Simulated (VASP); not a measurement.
Write the native input for VASP 6.6.1 that does the following.

```
Task                   : single point
Functional             : r2SCAN
Potentials or basis    : VASP PAW PBE potentials, release 64 (Bi_d)
Cutoff                 : 520 eV
k mesh                 : 16 × 16 × 16
Occupations            : gaussian, width 0.1 eV
Spin                   : no spin polarisation
Dipole correction      : no
Further INCAR settings : ALGO = Normal; EDIFF = 1e-06; NBANDS = 14
```

Bi:

```xyz
1
Lattice="-1.9802 1.9802 1.9802 1.9802 -1.9802 1.9802 1.9802 1.9802 -1.9802" Properties=species:S:1:pos:R:3 pbc="T T T"
Bi    0.0000    0.0000    0.0000
```

This isn't the form of Bi at room conditions, which is rhombohedral.

These files were run (other wordings do the same):

POSCAR

```
Bi
1.0
   -1.9801954285      1.9801954285      1.9801954285
    1.9801954285     -1.9801954285      1.9801954285
    1.9801954285      1.9801954285     -1.9801954285
Bi
1
Direct
    0.0000000000      0.0000000000      0.0000000000
```

INCAR.step1

```
SYSTEM = Bi
ALGO = Normal
EDIFF = 1E-4
ENCUT = 520
GGA = PE
ISMEAR = 0
LASPH = .True.
LCHARG = .False.
LREAL = .False.
LWAVE = .True.
NBANDS = 14
NELM = 100
PREC = Accurate
SIGMA = 0.1
```

INCAR.step2

```
SYSTEM = Bi
ALGO = Normal
EDIFF = 1E-6
ENCUT = 520
ISIF = 2
ISMEAR = 0
ISTART = 1
LASPH = .True.
LCHARG = .False.
LMIXTAU = .True.
LREAL = .False.
LWAVE = .False.
METAGGA = R2SCAN
NBANDS = 14
NELM = 100
PREC = Accurate
SIGMA = 0.1
```

KPOINTS

```
k-points
0
Gamma
  16 16 16
  0 0 0
```

Potentials or basis: VASP PAW PBE potentials, release 64 (Bi_d).

Command:

```bash
$ cat potpaw_PBE.64/Bi_d/POTCAR > POTCAR
$ cp INCAR.step1 INCAR
$ mpirun -np 1 vasp_std > vasp.out
$ cp INCAR.step2 INCAR
$ mpirun -np 1 vasp_std > vasp.out
```

It gave:

| Quantity | Value |
| --- | --- |
| Pressure | 0.0 GPa |
| Band gap on the k mesh | none (metal or under the smearing width) |

Caveat: the PAW data sets were made with another functional, which shifts forces and pressure a little; spin-orbit coupling is left out, which moves the levels of the heavy elements.

Run time: 3.7 min on 1 thread of AMD EPYC 7R13 Processor (Zen 3) (shared host), peak memory 0.17 GiB.
